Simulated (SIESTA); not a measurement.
Write the native input for SIESTA 5.4.2 that does the following.

```
Task                : single point
Functional          : SVWN5
Potentials or basis : PseudoDojo 0.4 standard (LDA files)
Basis               : SZP (energy shift 0.0075 Ry)
Grid cutoff         : 500 Ry
Energy shift        : 0.0075 Ry
k mesh              : 8 × 8 × 8, shifted
Occupations         : fermi-dirac, width 0.05 eV
Spin                : no spin polarisation
```

Sb:

```xyz
2
Lattice="4.5067 0.0000 0.0000 2.4472 3.7843 0.0000 2.4472 1.3318 3.5422" Properties=species:S:1:pos:R:3 pbc="T T T"
Sb    7.2524    3.9776    2.7879
Sb    2.1573    1.1899    0.9250
```

The cell isn't the ideal one: atoms moved at random, drawn with an rms of 0.1 Å.

These files were run (other wordings do the same):

Sb.fdf

```
SystemName                      Antimony
SystemLabel                     Sb
NumberOfSpecies                 1
NumberOfAtoms                   2
%block ChemicalSpeciesLabel
  1  51 Sb
%endblock ChemicalSpeciesLabel

LatticeConstant                 4.5066618300 Ang
%block LatticeParameters
  1.0000000000 1.0000000000 1.0000000000 57.1101731692 57.1101731695 57.1101731692
%endblock LatticeParameters
AtomicCoordinatesFormat         Fractional
%block AtomicCoordinatesAndAtomicSpecies
     0.7615200000     0.7740880000     0.7870570000  1  Sb
     0.2160460000     0.2225250000     0.2611400000  1  Sb
%endblock AtomicCoordinatesAndAtomicSpecies

%block kgrid.MonkhorstPack
    8   0   0  0.5
    0   8   0  0.5
    0   0   8  0.5
%endblock kgrid.MonkhorstPack
%block XC.Mix
  2
  LDA LIBXC-00-LDA_X 1.0 0.0
  LDA LIBXC-00-LDA_C_VWN 0.0 1.0
%endblock XC.Mix
PAO.BasisSize                   SZP
PAO.EnergyShift                 0.0075 Ry
Mesh.Cutoff                     500 Ry
OccupationFunction              FD
ElectronicTemperature           0.05 eV
MaxSCFIterations                120
SCF.MustConverge                false
SCF.Mixer.Method                Pulay
SCF.Mixer.Weight                0.25
SCF.Mixer.History               8
SCF.DM.Tolerance                5.0e-05
SCF.H.Tolerance                 1.0e-03 eV
WriteForces                     true
Charge.Mulliken                 end
```

Potentials or basis: PseudoDojo 0.4 standard (LDA files), SZP (energy shift 0.0075 Ry).

Run with:

```console
$ siesta Sb.fdf > Sb.out 2>&1
```

It gave:

* Pressure: 2.5 GPa
* Largest force: 1.408 eV/Å
* Band gap on the k mesh: 0.16 eV, direct

Caveat: spin-orbit coupling is left out, which moves the levels of the heavy elements; the basis of atomic orbitals isn't converged, which shifts pressures, moduli and gaps.

It took 12 s on 1 thread of Arm Neoverse V1 (shared host), peak memory 0.19 GiB.
